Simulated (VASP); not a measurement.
A run of VASP 6.6.1:

Contents of INCAR:

```
SYSTEM = GaAs
ALGO = Normal
EDIFF = 1E-6
ENCUT = 520
GGA = PE
ISIF = 2
ISMEAR = 0
LASPH = .True.
LCHARG = .True.
LELF = .True.
LREAL = .False.
LVHAR = .True.
LWAVE = .False.
NBANDS = 16
NELM = 60
PREC = Accurate
SIGMA = 0.025
```

KPOINTS

```
k-points
0
Gamma
  8 8 8
  0 0 0
```

Contents of POSCAR:

```
GaAs
1.0
    0.0000000000      2.8268500000      2.8268500000
    2.8268500000      0.0000000000      2.8268500000
    2.8268500000      2.8268500000      0.0000000000
As Ga
1 1
Direct
    0.7500000000      0.7500000000      0.7500000000
    0.0000000000      0.0000000000      0.0000000000
```

Potentials or basis: VASP PAW PBE potentials, release 64 (As, Ga_d).

Run with:

```console
$ cat potpaw_PBE.64/As/POTCAR potpaw_PBE.64/Ga_d/POTCAR > POTCAR
$ mpirun -np 1 vasp_std > vasp.out
```

Hardware: 1 thread of AMD EPYC 7R43 64-Core Processor (Zen 3) (shared host).

**Question.** Estimate the wall time of this run.

**Answer.** Wall time 27 s on 1 thread of AMD EPYC 7R43 64-Core Processor (Zen 3), on a shared host, peak memory 0.14 GiB. Counts: scf iterations 12, k points 29.
